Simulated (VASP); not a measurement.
# Ga (I4/mmm) in VASP: notebook, part 6 of 6

VASP 6.6.1. Earlier steps stand in the parts before.

## (109) Equation of state, PBE, 18.25 Å³/atom

File INCAR:

```
ADDGRID = F ; ALGO = Normal
EDIFF = 1E-7 ; ENCUT = 550
GGA = PE ; ISIF = 2
ISMEAR = 1 ; LASPH = T
LCHARG = F ; LREAL = F
LWAVE = F ; NELM = 100
PREC = Low ; SIGMA = 0.15
```

File KPOINTS:

```
k-points
0
Gamma
  14 14 14
```

File POSCAR:

```
Ga
1.0
   -1.3981065291      1.3981065291      2.3341087291
    1.3981065291     -1.3981065291      2.3341087291
    1.3981065291      1.3981065291     -2.3341087291
Ga
1
Direct
    0.0000000000      0.0000000000      0.0000000000
```

Command:

```sh
cat potpaw_PBE.64/Ga_d/POTCAR > POTCAR
mpirun -np 1 vasp_std > vasp.out
```

Wall time 9.4 s (1 thread of Intel Xeon 6975P-C (Granite Rapids), shared host); peak memory 0.14 GiB.

These settings aren't checked as converged: the numbers below hold their error.

What came out:

```yaml
Free_energy: -2.8830 eV
Pressure: 2.2 GPa
Band_gap_on_the_k_mesh: none (metal or under the smearing width)
```

## (110) Equation of state, PBE, 17.19 Å³/atom

Edit INCAR of step 109 so:

```diff
@@ -6,2 +6,2 @@
 LWAVE = F ; NELM = 100
-PREC = Low ; SIGMA = 0.15
+PREC = Normal ; SIGMA = 0.15
```

KPOINTS is that of step 109.

File POSCAR:

```
Ga
1.0
   -1.3704139380      1.3704139380      2.2878765449
    1.3704139380     -1.3704139380      2.2878765449
    1.3704139380      1.3704139380     -2.2878765449
Ga
1
Direct
    0.0000000000      0.0000000000      0.0000000000
```

Command:

```sh
cat potpaw_PBE.64/Ga_d/POTCAR > POTCAR
mpirun -np 1 vasp_std > vasp.out
```

Run time: 9.8 s. Hardware: 1 thread of Intel Xeon 6975P-C (Granite Rapids), shared host; peak memory 0.16 GiB.

These settings aren't checked as converged: the numbers below hold their error.

What came out:

- Free energy: -2.8544 eV
- Pressure: 6.0 GPa
- Band gap on the k mesh: none (metal or under the smearing width)

## (111) Equation of state, PBE, 18.25 Å³/atom

INCAR is that of step 110.

KPOINTS is that of step 110.

File POSCAR:

```
Ga
1.0
   -1.3981065291      1.3981065291      2.3341087291
    1.3981065291     -1.3981065291      2.3341087291
    1.3981065291      1.3981065291     -2.3341087291
Ga
1
Direct
    0.0000000000      0.0000000000      0.0000000000
```

Potentials or basis: VASP PAW PBE potentials, release 64 (Ga_d).

Command:

```sh
cat potpaw_PBE.64/Ga_d/POTCAR > POTCAR
mpirun -np 1 vasp_std > vasp.out
```

It took 9.5 s on 1 thread of Intel Xeon 6975P-C (Granite Rapids), shared host; peak memory 0.16 GiB.

The run converged, but some of its settings lie outside the range that counts as converged, so its numbers aren't taken as properties of the crystal.

Results:

- Free energy: -2.8805 eV
- Pressure: 2.1 GPa
- Band gap on the k mesh: none (metal or under the smearing width)

## (112) Equation of state, PBE, 17.19 Å³/atom

File INCAR:

```
ADDGRID = F ; ALGO = Normal
EDIFF = 1E-7 ; ENCUT = 550
GGA = PE ; ISIF = 2
ISMEAR = 1 ; LASPH = T
LCHARG = F ; LREAL = Auto
LWAVE = F ; NELM = 100
PREC = Accurate ; SIGMA = 0.15
```

KPOINTS is that of step 111.

File POSCAR:

```
Ga
1.0
   -1.3704139380      1.3704139380      2.2878765449
    1.3704139380     -1.3704139380      2.2878765449
    1.3704139380      1.3704139380     -2.2878765449
Ga
1
Direct
    0.0000000000      0.0000000000      0.0000000000
```

Command:

```sh
cat potpaw_PBE.64/Ga_d/POTCAR > POTCAR
mpirun -np 1 vasp_std > vasp.out
```

Run time: 23 s. Hardware: 1 thread of Intel Xeon 6975P-C (Granite Rapids), shared host; peak memory 0.16 GiB.

These settings aren't checked as converged: the numbers below hold their error.

What came out:

```
Free energy            : -2.8546 eV
Pressure               : 6.0 GPa
Band gap on the k mesh : none (metal or under the smearing width)
```

## (113) Equation of state, PBE, 18.25 Å³/atom

INCAR is that of step 112.

KPOINTS is that of step 112.

File POSCAR:

```
Ga
1.0
   -1.3981065291      1.3981065291      2.3341087291
    1.3981065291     -1.3981065291      2.3341087291
    1.3981065291      1.3981065291     -2.3341087291
Ga
1
Direct
    0.0000000000      0.0000000000      0.0000000000
```

Command:

```sh
cat potpaw_PBE.64/Ga_d/POTCAR > POTCAR
mpirun -np 1 vasp_std > vasp.out
```

Run time: 22 s. Hardware: 1 thread of Intel Xeon 6975P-C (Granite Rapids), shared host; peak memory 0.16 GiB.

These settings aren't checked as converged: the numbers below hold their error.

Results:

```yaml
Free_energy: -2.8807 eV
Pressure: 2.1 GPa
Band_gap_on_the_k_mesh: none (metal or under the smearing width)
```

## (114) Equation of state, PBE, 17.19 Å³/atom

File INCAR:

```
ADDGRID = F ; ALGO = Normal
EDIFF = 1E-5 ; ENCUT = 550
GGA = PE ; ISIF = 2
ISMEAR = 1 ; LASPH = T
LCHARG = F ; LREAL = F
LWAVE = F ; NELM = 100
PREC = Accurate ; SIGMA = 0.15
```

KPOINTS is that of step 113.

File POSCAR:

```
Ga
1.0
   -1.3704139380      1.3704139380      2.2878765449
    1.3704139380     -1.3704139380      2.2878765449
    1.3704139380      1.3704139380     -2.2878765449
Ga
1
Direct
    0.0000000000      0.0000000000      0.0000000000
```

Potentials or basis: VASP PAW PBE potentials, release 64 (Ga_d).

Command:

```sh
cat potpaw_PBE.64/Ga_d/POTCAR > POTCAR
mpirun -np 1 vasp_std > vasp.out
```

Run time: 9.4 s. Hardware: 1 thread of Intel Xeon 6975P-C (Granite Rapids), shared host; peak memory 0.17 GiB.

These settings aren't checked as converged: the numbers below hold their error.

What came out:

```yaml
Free_energy: -2.8544 eV
Pressure: 5.6 GPa
Band_gap_on_the_k_mesh: none (metal or under the smearing width)
```

## (115) Equation of state, PBE, 18.25 Å³/atom

INCAR is that of step 114.

KPOINTS is that of step 114.

File POSCAR:

```
Ga
1.0
   -1.3981065291      1.3981065291      2.3341087291
    1.3981065291     -1.3981065291      2.3341087291
    1.3981065291      1.3981065291     -2.3341087291
Ga
1
Direct
    0.0000000000      0.0000000000      0.0000000000
```

Command:

```sh
cat potpaw_PBE.64/Ga_d/POTCAR > POTCAR
mpirun -np 1 vasp_std > vasp.out
```

Wall time 9.3 s (1 thread of Intel Xeon 6975P-C (Granite Rapids), shared host); peak memory 0.17 GiB.

The run converged, but some of its settings lie outside the range that counts as converged, so its numbers aren't taken as properties of the crystal.

Results:

- Free energy: -2.8805 eV
- Pressure: 1.8 GPa
- Band gap on the k mesh: none (metal or under the smearing width)

## (116) Equation of state, PBE, 17.19 Å³/atom

Edit INCAR of step 115 so:

```diff
@@ -1,3 +1,3 @@
 ADDGRID = F ; ALGO = Normal
-EDIFF = 1E-5 ; ENCUT = 550
+EDIFF = 1E-7 ; ENCUT = 900
 GGA = PE ; ISIF = 2
```

File KPOINTS:

```
k-points
0
Gamma
  12 12 12
```

File POSCAR:

```
Ga
1.0
   -1.3704139380      1.3704139380      2.2878765449
    1.3704139380     -1.3704139380      2.2878765449
    1.3704139380      1.3704139380     -2.2878765449
Ga
1
Direct
    0.0000000000      0.0000000000      0.0000000000
```

Command:

```sh
cat potpaw_PBE.64/Ga_d/POTCAR > POTCAR
mpirun -np 1 vasp_std > vasp.out
```

Wall time 22 s (1 thread of Intel Xeon 6975P-C (Granite Rapids), shared host); peak memory 0.22 GiB.

These settings aren't checked as converged: the numbers below hold their error.

What came out:

```
Free energy            : -2.8540 eV
Pressure               : 6.2 GPa
Band gap on the k mesh : none (metal or under the smearing width)
```

## (117) Equation of state, PBE, 18.25 Å³/atom

INCAR is that of step 116.

KPOINTS is that of step 116.

File POSCAR:

```
Ga
1.0
   -1.3981065291      1.3981065291      2.3341087291
    1.3981065291     -1.3981065291      2.3341087291
    1.3981065291      1.3981065291     -2.3341087291
Ga
1
Direct
    0.0000000000      0.0000000000      0.0000000000
```

Potentials or basis: VASP PAW PBE potentials, release 64 (Ga_d).

Command:

```sh
cat potpaw_PBE.64/Ga_d/POTCAR > POTCAR
mpirun -np 1 vasp_std > vasp.out
```

It took 23 s on 1 thread of Intel Xeon 6975P-C (Granite Rapids), shared host; peak memory 0.22 GiB.

The run converged, but some of its settings lie outside the range that counts as converged, so its numbers aren't taken as properties of the crystal.

Results:

* Free energy: -2.8809 eV
* Pressure: 2.0 GPa
* Band gap on the k mesh: none (metal or under the smearing width)

## (118) Equation of state, PBE, 17.19 Å³/atom

Edit INCAR of step 117 so:

```diff
@@ -1,3 +1,3 @@
 ADDGRID = F ; ALGO = Normal
-EDIFF = 1E-7 ; ENCUT = 900
+EDIFF = 1E-7 ; ENCUT = 450
 GGA = PE ; ISIF = 2
```

File KPOINTS:

```
k-points
0
Gamma
  17 17 17
```

File POSCAR:

```
Ga
1.0
   -1.3704139380      1.3704139380      2.2878765449
    1.3704139380     -1.3704139380      2.2878765449
    1.3704139380      1.3704139380     -2.2878765449
Ga
1
Direct
    0.0000000000      0.0000000000      0.0000000000
```

Command:

```sh
cat potpaw_PBE.64/Ga_d/POTCAR > POTCAR
mpirun -np 1 vasp_std > vasp.out
```

Run time: 16 s. Hardware: 1 thread of Intel Xeon 6975P-C (Granite Rapids), shared host; peak memory 0.18 GiB.

The run converged, but some of its settings lie outside the range that counts as converged, so its numbers aren't taken as properties of the crystal.

What came out:

```
Free energy            : -2.8558 eV
Pressure               : 6.0 GPa
Band gap on the k mesh : none (metal or under the smearing width)
```

## (119) Equation of state, PBE, 18.25 Å³/atom

INCAR is that of step 118.

KPOINTS is that of step 118.

File POSCAR:

```
Ga
1.0
   -1.3981065291      1.3981065291      2.3341087291
    1.3981065291     -1.3981065291      2.3341087291
    1.3981065291      1.3981065291     -2.3341087291
Ga
1
Direct
    0.0000000000      0.0000000000      0.0000000000
```

Command:

```sh
cat potpaw_PBE.64/Ga_d/POTCAR > POTCAR
mpirun -np 1 vasp_std > vasp.out
```

Run time: 17 s. Hardware: 1 thread of Intel Xeon 6975P-C (Granite Rapids), shared host; peak memory 0.18 GiB.

These settings aren't checked as converged: the numbers below hold their error.

What came out:

- Free energy: -2.8832 eV
- Pressure: 2.0 GPa
- Band gap on the k mesh: none (metal or under the smearing width)

## (120) Equation of state, PBE, 17.19 Å³/atom

Edit INCAR of step 119 so:

```diff
@@ -1,3 +1,3 @@
 ADDGRID = F ; ALGO = Normal
-EDIFF = 1E-7 ; ENCUT = 450
+EDIFF = 1E-7 ; ENCUT = 700
 GGA = PE ; ISIF = 2
```

File KPOINTS:

```
k-points
0
Gamma
  14 14 14
```

File POSCAR:

```
Ga
1.0
   -1.3704139380      1.3704139380      2.2878765449
    1.3704139380     -1.3704139380      2.2878765449
    1.3704139380      1.3704139380     -2.2878765449
Ga
1
Direct
    0.0000000000      0.0000000000      0.0000000000
```

Potentials or basis: VASP PAW PBE potentials, release 64 (Ga_d).

Command:

```sh
cat potpaw_PBE.64/Ga_d/POTCAR > POTCAR
mpirun -np 1 vasp_std > vasp.out
```

It took 24 s on 1 thread of Intel Xeon 6975P-C (Granite Rapids), shared host; peak memory 0.21 GiB.

The run converged, but some of its settings lie outside the range that counts as converged, so its numbers aren't taken as properties of the crystal.

Results:

```
Free energy            : -2.8543 eV
Pressure               : 6.0 GPa
Band gap on the k mesh : none (metal or under the smearing width)
```

## (121) Equation of state, PBE, 18.25 Å³/atom

INCAR is that of step 120.

KPOINTS is that of step 120.

File POSCAR:

```
Ga
1.0
   -1.3981065291      1.3981065291      2.3341087291
    1.3981065291     -1.3981065291      2.3341087291
    1.3981065291      1.3981065291     -2.3341087291
Ga
1
Direct
    0.0000000000      0.0000000000      0.0000000000
```

Command:

```sh
cat potpaw_PBE.64/Ga_d/POTCAR > POTCAR
mpirun -np 1 vasp_std > vasp.out
```

Run time: 23 s. Hardware: 1 thread of Intel Xeon 6975P-C (Granite Rapids), shared host; peak memory 0.21 GiB.

The run converged, but some of its settings lie outside the range that counts as converged, so its numbers aren't taken as properties of the crystal.

What came out:

* Free energy: -2.8805 eV
* Pressure: 2.0 GPa
* Band gap on the k mesh: none (metal or under the smearing width)

## (122) Equation of state, PBE, 17.19 Å³/atom

Edit INCAR of step 121 so:

```diff
@@ -1,3 +1,3 @@
 ADDGRID = F ; ALGO = Normal
-EDIFF = 1E-7 ; ENCUT = 700
+EDIFF = 1E-7 ; ENCUT = 550
 GGA = PE ; ISIF = 2
```

File KPOINTS:

```
k-points
0
Gamma
  17 17 17
```

File POSCAR:

```
Ga
1.0
   -1.3704139380      1.3704139380      2.2878765449
    1.3704139380     -1.3704139380      2.2878765449
    1.3704139380      1.3704139380     -2.2878765449
Ga
1
Direct
    0.0000000000      0.0000000000      0.0000000000
```

Command:

```sh
cat potpaw_PBE.64/Ga_d/POTCAR > POTCAR
mpirun -np 1 vasp_std > vasp.out
```

It took 18 s on 1 thread of Intel Xeon 6975P-C (Granite Rapids), shared host; peak memory 0.2 GiB.

These settings aren't checked as converged: the numbers below hold their error.

What came out:

```yaml
Free_energy: -2.8562 eV
Pressure: 6.2 GPa
Band_gap_on_the_k_mesh: none (metal or under the smearing width)
```

## (123) Equation of state, PBE, 18.25 Å³/atom

INCAR is that of step 122.

KPOINTS is that of step 122.

File POSCAR:

```
Ga
1.0
   -1.3981065291      1.3981065291      2.3341087291
    1.3981065291     -1.3981065291      2.3341087291
    1.3981065291      1.3981065291     -2.3341087291
Ga
1
Direct
    0.0000000000      0.0000000000      0.0000000000
```

Potentials or basis: VASP PAW PBE potentials, release 64 (Ga_d).

Command:

```sh
cat potpaw_PBE.64/Ga_d/POTCAR > POTCAR
mpirun -np 1 vasp_std > vasp.out
```

Wall time 18 s (1 thread of Intel Xeon 6975P-C (Granite Rapids), shared host); peak memory 0.2 GiB.

The run converged, but some of its settings lie outside the range that counts as converged, so its numbers aren't taken as properties of the crystal.

Results:

```yaml
Free_energy: -2.8836 eV
Pressure: 2.2 GPa
Band_gap_on_the_k_mesh: none (metal or under the smearing width)
```
